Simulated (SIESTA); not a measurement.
The system is GaP.

```
Ga P
1.0
     0.00000    2.72525    2.72525
     2.72525    0.00000    2.72525
     2.72525    2.72525    0.00000
Ga P
1 1
Direct
  0.00000 0.00000 0.00000
  0.75000 0.75000 0.75000
```

Base run:

```yaml
Program: SIESTA 5.4.2
Functional: PBE
Potentials_or_basis: PseudoDojo 0.4 standard (PBE files)
Basis: SZP (energy shift 0.003 Ry)
Grid_cutoff: 800 Ry
Energy_shift: 0.003 Ry
k_mesh: 8 × 8 × 8
Occupations: fermi-dirac, width 0.05 eV
Spin: no spin polarisation
```

Its results: band gap on the k mesh 1.72 eV, indirect (least direct gap 2.17 eV); pressure 4.0 GPa.

Q: The run is repeated on the same cell with these changes: basis from SZP (energy shift 0.003 Ry) to TZDP (energy shift 0.003 Ry; two zetas on semicore shells). What comes out?

A: Band gap on the k mesh 1.65 eV, indirect (least direct gap 1.93 eV); pressure 3.1 GPa.

Caveats: the basis of atomic orbitals isn't converged, which shifts pressures, moduli and gaps.

A k mesh can miss the band edges.
